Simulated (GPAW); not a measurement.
# SnSe2 (P-3m1) in GPAW: settings compared

Aim: see how the results for SnSe2 move with the level of theory and the settings. Levels: LDA, PBE. Tasks: single point.

Everything below comes from runs of GPAW 26.7.0. Logs are shortened: lines on timing, memory, paths and dates and some standing lists are left out, and cuts for length are marked. The log counts tension as positive stress, the text compression.

## (1) The crystal as given

Symmetry: P-3m1, No. 164, trigonal system. Conventional cell: a = 3.811 Å, b = 3.811 Å, c = 6.136 Å, α = 90.00°, β = 90.00°, γ = 120.00°. Around Sn (site symmetry -3m) lie 6 Se at 2.68 Å. Around Se (site symmetry 3m) lie 3 Sn at 2.68 Å.

## (2) Single point, LDA

File run.py:

```python
from ase import Atoms
from ase.dft.bandgap import bandgap
from ase.io import write
from ase.units import GPa
from gpaw import GPAW, PW

atoms = Atoms(['Sn', 'Se', 'Se'],
              cell=[[3.811, 0.0, 0.0],
                    [-1.9055, 3.3004228138, 0.0],
                    [0.0, 0.0, 6.136]],
              scaled_positions=[[0.0, 0.0, 0.0],
                                [0.6666666667, 0.3333333333, 0.751],
                                [0.3333333333, 0.6666666667, 0.249]],
              pbc=True)

calc = GPAW(mode=PW(450),
            xc='LDA',
            kpts={'size': (7, 7, 4), 'gamma': True},
            occupations={'name': 'fermi-dirac', 'width': 0.05},
            nbands=24,
            maxiter=120,
            txt='gpaw.txt')
atoms.calc = calc
energy = atoms.get_potential_energy()
forces = atoms.get_forces()
stress = atoms.get_stress()
calc.write('gs.gpw')
write('result.traj', atoms)
print(f'Energy: {energy:.6f} eV')
print('Forces (eV/A):')
print(forces.round(4))
print('Stress (GPa):', (stress / GPa).round(3))
print('Fermi level:', round(calc.get_fermi_level(), 4), 'eV')
print(f'Gap: {bandgap(calc)[0]:.4f} eV, direct: {bandgap(calc, direct=True)[0]:.4f} eV')
```

Potentials or basis: the program's PAW data sets (release 1.2.1) made for this functional, pw.

Started as:

```bash
$ OMP_NUM_THREADS=1 python run.py
```

gpaw.txt:

```text
__  _  _
 | _ |_)|_||  |
 |__||  | ||/\| - 26.7.0

Input parameters:
  mode=PW(ecut=450.00000000000006),
  kpts=MonkhorstPack(size=(7, 7, 4), gamma=True),
  maxiter=120,
  nbands=24,
  occupations=Occupations(name='fermi-dirac', width=0.05),
  xc=XC(name='LDA')

Diagonalizing LCAO Hamiltonian
Converting LCAO to pw mode

             Se

         Se

       Sn

Atoms  # Å, Bohr magnetons
|   | symbol |         x |        y |        z |    initial magnetic moments |
|---|--------|-----------|----------|----------|-----------------------------|
| 0 |     Sn |  0.000000 | 0.000000 | 0.000000 | ( 0.0000,  0.0000,  0.0000) |
| 1 |     Se |  1.905500 | 1.100141 | 4.608136 | ( 0.0000,  0.0000,  0.0000) |
| 2 |     Se | -0.000000 | 2.200282 | 1.527864 | ( 0.0000,  0.0000,  0.0000) |

Unit cell  # Å
| periodic |         x |        y |        z |  lengths |     angles |
|----------|-----------|----------|----------|----------|------------|
|      yes |  3.811000 | 0.000000 | 0.000000 | 3.811000 |  90.000000 |
|      yes | -1.905500 | 3.300423 | 0.000000 | 3.811000 |  90.000000 |
|      yes |  0.000000 | 0.000000 | 6.136000 | 6.136000 | 120.000000 |

Number of symmetries: 12
Symmetry operations  # r_c * U_cc + t_c -> r_c
|    | kind |            matrix            |
|----|------|------------------------------|
|  0 |  σ   |  1, 1, 0,  0,-1, 0,  0, 0, 1 |
|  1 |  S6  |  1, 1, 0, -1, 0, 0,  0, 0,-1 |
|  2 |  E   |  1, 0, 0,  0, 1, 0,  0, 0, 1 |
|  3 |  C2  |  1, 0, 0, -1,-1, 0,  0, 0,-1 |
|  4 |  C2  |  0, 1, 0,  1, 0, 0,  0, 0,-1 |
|  5 |  C3  |  0, 1, 0, -1,-1, 0,  0, 0, 1 |
|  6 |  S6  |  0,-1, 0,  1, 1, 0,  0, 0,-1 |
|  7 |  σ   |  0,-1, 0, -1, 0, 0,  0, 0, 1 |
|  8 |  σ   | -1, 0, 0,  1, 1, 0,  0, 0, 1 |
|  9 |  i   | -1, 0, 0,  0,-1, 0,  0, 0,-1 |
| 10 |  C3  | -1,-1, 0,  1, 0, 0,  0, 0, 1 |
| 11 |  C2  | -1,-1, 0,  0, 1, 0,  0, 0,-1 |

BZ-sampling:
  Number of BZ points: 196
  Number of IBZ points: 28

  Monkhorst-Pack size: [7, 7, 4]
  Monkhorst-Pack shift: [0.0, 0.0, 0.125]

K-points  # in reciprocal-cell coordinates
|     |                                coordinates |     weight |
|-----|--------------------------------------------|------------|
|   0 | (  0.00000000,   0.00000000,   0.00000000) | 0.00510204 |
|   1 | (  0.00000000,   0.00000000,   0.25000000) | 0.01020408 |
|   2 | (  0.00000000,   0.00000000,   0.50000000) | 0.00510204 |
|   3 | (  0.14285714,   0.00000000,  -0.25000000) | 0.03061224 |
|   4 | (  0.14285714,   0.00000000,   0.00000000) | 0.03061224 |
|   5 | (  0.14285714,   0.00000000,   0.25000000) | 0.03061224 |
|   6 | (  0.14285714,   0.00000000,   0.50000000) | 0.03061224 |
|   7 | (  0.28571429,  -0.14285714,   0.00000000) | 0.03061224 |
|   8 | (  0.28571429,  -0.14285714,   0.25000000) | 0.06122449 |
|   9 | (  0.28571429,  -0.14285714,   0.50000000) | 0.03061224 |
| ... |                                            |            |
|  27 | (  0.42857143,   0.42857143,   0.50000000) | 0.03061224 |

Plane wave coefficients: 1701
Cutoff: 450.00000000000006 eV

Spin-components: 1 (collinear spins)
Bands:           24
Projectors:      16
Spin-degeneracy: 2
Datatype:        complex128

Parallelization:
  kpt:    1
  domain: 1
  band:   1

Density:
  Valence electrons: 26.0
  Components: 1
  Grid points: [20 20 32]
  Charge: 0.0  # |e|

Potential:
  Grid points: [20 20 32]

species:
  Sn:
    name:    Tin
    Z:       50.0
    valence: 14
    core:    36
    charge:  0.0  # [|e|]
    compensation charges:
      type: gauss
      rc: 0.38  # [Å]
      lmax: 2
    cutoffs:
      filter: 2.23  # [Å]
      core: 2.35  # [Å]
    projectors
    | kind |    occ | energy [eV] | rcut [Å] |
    |------|--------|-------------|----------|
    |   5s |  2.000 |     -10.799 |    1.201 |
    |   5p |  2.000 |      -3.869 |    1.270 |
    |   4d | 10.000 |     -25.910 |    1.185 |
    |    s |        |      16.413 |    1.201 |
    |    p |        |      23.342 |    1.270 |
    |    d |        |       1.302 |    1.185 |

    Using partial waves for Sn as LCAO basis

  Se:
    name:    Selenium
    Z:       34.0
    valence: 6
    core:    28
    charge:  0.0  # [|e|]
    compensation charges:
      type: gauss
      rc: 0.27  # [Å]
      lmax: 2
    cutoffs:
      filter: 1.77  # [Å]
      core: 2.67  # [Å]
    projectors
    | kind |    occ | energy [eV] | rcut [Å] |
    |------|--------|-------------|----------|
    |   4s |  2.000 |     -17.472 |    0.847 |
    |   4p |  4.000 |      -6.656 |    1.005 |
    |    s |        |       9.739 |    0.847 |
    |    p |        |      20.555 |    1.005 |
    |    d |        |       0.000 |    0.847 |

    Using partial waves for Se as LCAO basis

Reference energy: -299899.934092  # eV

eigensolver:
  PPCG
  Converge bands: occupied
  niter=2

density mixing:
  MSR1-Mixer
  Pratt-step length: 0.05
  Maximum mixing coefficient: 0.75
  Old densities: 10
  SVD Regularization: 0.005
  Good broyden scale: 1.0
  Trust region scale: 1.0
  Backstep threshold: 4.0
  History deletion threshold: 6.0
  Fourier metric: weight=20.0, sigma=0.015

occupation numbers:
  Fermi-Dirac:
    width: 0.0500  # eV

poisson solver:
  ecut: 3600.0000000000005  # eV

xc functional:
  name: None

convergence criteria:
- Maximum [total energy] change in last 3 cyles: 0.0005 eV / valence electron
- Maximum integral of absolute [dens]ity change: 0.0001 electrons / valence electron
- Maximum integral of absolute [eigenst]ate change: 4e-08 eV^2 / valence electron
maximum number of iterations: 120

SCF iterations
|iter     | |      energy | eigst |  dens |
|---------|-|-------------|-------|-------|
|iter:   1| |  -14.211759 | -0.04 |       |
|iter:   2| |  -14.159049 | -2.26 | -1.24 |
|iter:   3| |  -13.958779 | -2.10 | -1.28 |
|iter:   4| |  -13.948943 | -2.92 | -1.80 |
|iter:   5| |  -13.948492c| -4.32 | -2.41 |
|iter:   6| |  -13.948321c| -4.78 | -2.69 |
|iter:   7| |  -13.948329c| -6.00 | -3.45 |
|iter:   8| |  -13.948330c| -7.00 | -4.07c|
|iter:   9| |  -13.948330c| -7.48c| -4.91c|

Converged in 9 steps
Energy contributions relative to reference atoms: (reference = -299899.934092)

Energy contributions:
  Kinetic:          25.790190
  Coulomb:         -23.337572
  Zero:             -0.119717
  External:          0.000000
  Xc:              -16.281190
  Entropy:          -0.000080
  Spinorbit:         0.000000
  ----------------------------
  Free energy:     -13.948370
  Extrapolated:    -13.948330

dipole moment: (-6.404452, -11.092836, -20.623309)  # |e|*Ang

Fermi level: 5.199
Eigenvalues  # (at kpt = [0.000, 0.000, 0.000])
| band index |      eig [eV] | occ [0-2] |
|------------|---------------|-----------|
|          0 |       -16.300 |     2.000 |
|        ... |               |           |
|          5 |        -9.204 |     2.000 |
|          6 |        -7.423 |     2.000 |
|          7 |        -1.301 |     2.000 |
|          8 |         4.133 |     2.000 |
|          9 |         4.133 |     2.000 |
|         10 |         4.467 |     2.000 |
[... 8 lines left out ...]
|         19 |        13.817 |     0.000 |
|         20 |        14.262 |     0.000 |
|        ... |               |           |
|         23 |        15.623 |     0.000 |

Gap: 0.680 eV
Transition (v -> c):
  (s=0, k=0, n=12, [0.00, 0.00, 0.00]) -> (s=0, k=18, n=13, [0.43, 0.00, -0.25])
Direct/indirect transitions are different
Direct gap: 0.880 eV
Transition at: (s=0, k=0, n=12, [0.00, 0.00, 0.00])

Forces  # eV/Ang
|        x |        y |        z |
|----------|----------|----------|
|  0.00000 |  0.00000 |  0.00000 |  # Sn   0
| -0.00000 | -0.00000 | -0.44871 |  # Se   1
| -0.00000 |  0.00000 |  0.44871 |  # Se   2

Stress tensor  # eV/Ang^3
|        x |         y |         z |
|----------|-----------|-----------|
| 0.004590 |  0.000000 |  0.000000 |
| 0.000000 |  0.004590 | -0.000000 |
| 0.000000 | -0.000000 | -0.005853 |

# Writing to gs.gpw (mode='')
```

Run time: 13 s. Hardware: 1 thread of Arm Neoverse V2, shared host; peak memory 0.16 GiB.

What came out:

- Free energy: -13.9484 eV
- Pressure: -0.2 GPa
- Largest force: 0.449 eV/Å
- Band gap on the k mesh: 0.68 eV, indirect (least direct gap 0.88 eV)

Forces in eV/Å, atoms in the order of the input:
```
Sn   0.000  0.000  0.000
Se   0.000  0.000 -0.449
Se   0.000  0.000  0.449
```

Stress tensor (GPa, compression positive):
```
-0.74  0.00  0.00
 0.00 -0.74  0.00
 0.00  0.00  0.94
```

Caveat: the cutoff is short for stress and forces, so pressures can be off by a GPa or more; spin-orbit coupling is left out, which moves the levels of the heavy elements; an odd mesh through Γ misses points on the zone boundary, where band edges often lie.

## (3) Single point, PBE

File run.py:

```python
from ase.dft.bandgap import bandgap
from ase.io import read, write
from ase.units import GPa
from gpaw import GPAW, PW

atoms = read('SnSe2.xyz')

calc = GPAW(mode=PW(500),
            xc='PBE',
            kpts={'size': (7, 7, 4), 'gamma': True},
            occupations={'name': 'fermi-dirac', 'width': 0.05},
            nbands=24,
            maxiter=120,
            txt='gpaw.txt')
atoms.calc = calc
energy = atoms.get_potential_energy()
forces = atoms.get_forces()
stress = atoms.get_stress()
calc.write('gs.gpw')
write('result.traj', atoms)
print(f'Energy: {energy:.6f} eV')
print('Forces (eV/A):')
print(forces.round(4))
print('Stress (GPa):', (stress / GPa).round(3))
print('Fermi level:', round(calc.get_fermi_level(), 4), 'eV')
print(f'Gap: {bandgap(calc)[0]:.4f} eV, direct: {bandgap(calc, direct=True)[0]:.4f} eV')
```

File SnSe2.xyz:

```xyz
3
Lattice="3.8110000000 0.0000000000 0.0000000000 -1.9055000000 3.3004228138 0.0000000000 0.0000000000 0.0000000000 6.1360000000" Properties=species:S:1:pos:R:3 pbc="T T T"
Sn     0.0000000000      0.0000000000      0.0000000000
Se     1.9055000002      1.1001409378      4.6081360000
Se    -0.0000000002      2.2002818760      1.5278640000
```

Potentials or basis: GPAW PAW data sets (gpaw-data 1.2.1), pw.

Started as:

```bash
$ OMP_NUM_THREADS=1 python run.py
```

Run time: 19 s. Hardware: 1 thread of Arm Neoverse V1, shared host; peak memory 0.17 GiB.

The run converged. Its results:

```yaml
Free_energy: -11.9520 eV
Pressure: 5.1 GPa
Largest_force: 0.761 eV/Å
Band_gap_on_the_k_mesh: 0.82 eV, indirect (least direct gap 1.11 eV)
```

Forces in eV/Å, atoms in the order of the input:
```
Sn   0.000  0.000  0.000
Se   0.000  0.000 -0.761
Se   0.000  0.000  0.761
```

Stress tensor (GPa, compression positive):
```
4.57 0.00 0.00
0.00 4.57 0.00
0.00 0.00 6.08
```

Levels at points of the mesh, in eV from the valence-band top:
```tsv
k point	band 9	band 10	band 11	band 12	band 13	band 14	band 15	band 16	band 17	band 18
(0.00, 0.00, 0.00)	-0.70	-0.70	-0.39	-0.39	0.00	1.11	2.95	4.64	4.64	8.15
(0.00, 0.00, 0.50)	-2.04	-0.79	-0.79	-0.24	-0.24	2.46	2.92	4.37	4.37	8.19
```

Caveat: the cutoff is short for stress and forces, so pressures can be off by a GPa or more; spin-orbit coupling is left out, which moves the levels of the heavy elements; an odd mesh through Γ misses points on the zone boundary, where band edges often lie; this functional lacks dispersion, which binds the layers, so the pressure and a relaxed spacing across them are unreliable.
